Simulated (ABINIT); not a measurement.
A run of ABINIT 10.8.3 (patched build) is set up as follows.

Contents of run.abi:

```
# Pseudopotentials
pp_dirpath "./"
pseudos "Si.upf"

# Structure
acell 3.8313174605 3.8313174606 6.3326220002 Angstrom
rprim
     1.0000000000     0.0000000000     0.0000000000
    -0.5000000000     0.8660254038     0.0000000000
     0.0000000000     0.0000000000     1.0000000000
ntypat 1
znucl 14
natom 4
typat 1 1 1 1
xred
     0.6666666667     0.3333333333     0.9369905000
     0.3333333333     0.6666666667     0.4369905000
     0.6666666667     0.3333333333     0.5630095000
     0.3333333333     0.6666666667     0.0630095000

# Plane-wave basis
ecut 14.0

# k points
kptopt 1
ngkpt 6 6 3
nshiftk 1
shiftk 0.0 0.0 0.0

# Exchange and correlation
ixc 7

# Bands and occupations
nband 12
occopt 3
tsmear 0.00183747

# SCF cycle
nstep 100
tolvrs 1.0e-10

# Output
iomode 3
prtwf 0
prtden 0
prteig 0
prtebands 0
enunit 1
```

Potentials or basis: PseudoDojo NC SR LDA v0.4.1 standard.

The run is started by

```sh
$ abinit run.abi > log 2>&1
```

What does it give for the largest force?

0.020 eV/Å.

What does it give for the pressure?

-2.4 GPa.

Forces on the atoms (eV/Å):
```
Si   0.000  0.000  0.020
Si   0.000  0.000  0.020
Si   0.000  0.000 -0.020
Si   0.000  0.000 -0.020
```
